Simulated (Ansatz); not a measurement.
The elements of this relaxed trial sheet are hidden behind letters. The sheet is periodic along a and b; c holds vacuum.

```
lattice vectors (Å)
   4.0489    0.0000    0.0000
  -2.0244    3.5064    0.0000
   0.0000    0.0000   35.8034
fractional positions
X 0.0000 0.0000 0.1846
X 0.0000 0.0000 0.3740
Z 0.3333 0.6667 0.1845
Z 0.3333 0.6667 0.3741
```

The calculation used DFT PBE, scalar-relativistic, plane waves, PAW (Ansatz 0.2.0). The final run on the 4-atom cell used 420 eV, a Γ-centred 12×12×1 mesh, 0.02 eV smearing and no spin polarisation.

| Property | Result |
| --- | --- |
| Layer group | p-6m2 (No. 78) |
| In-plane cell | a = 4.049 Å, b = 4.049 Å, γ = 120.0° |
| Area per atom | 3.55 Å² |
| Thickness between the outermost nuclei | 6.79 Å |
| Energy over the elements | −2.216 eV/atom |
| Gap on the 12×12×1 mesh of the 4-atom cell | 1.57 eV |

Energies are uncorrected and count from the elements' standard states at the same level.

Question: X is an s-block element of period 5 and Z is a p-block element of period 2. Which elements are they?

Answer: X = Sr, Z = O, so the formula is SrO. Sr at height 0.00 Å has 3 O at 2.34 Å; O at height 0.00 Å has 3 Sr at 2.34 Å. Other elements may fit the hints; this set was computed.

Kohn–Sham gaps at this level usually fall short of measured ones. A structure relaxed within its symmetry needn't be a true minimum.
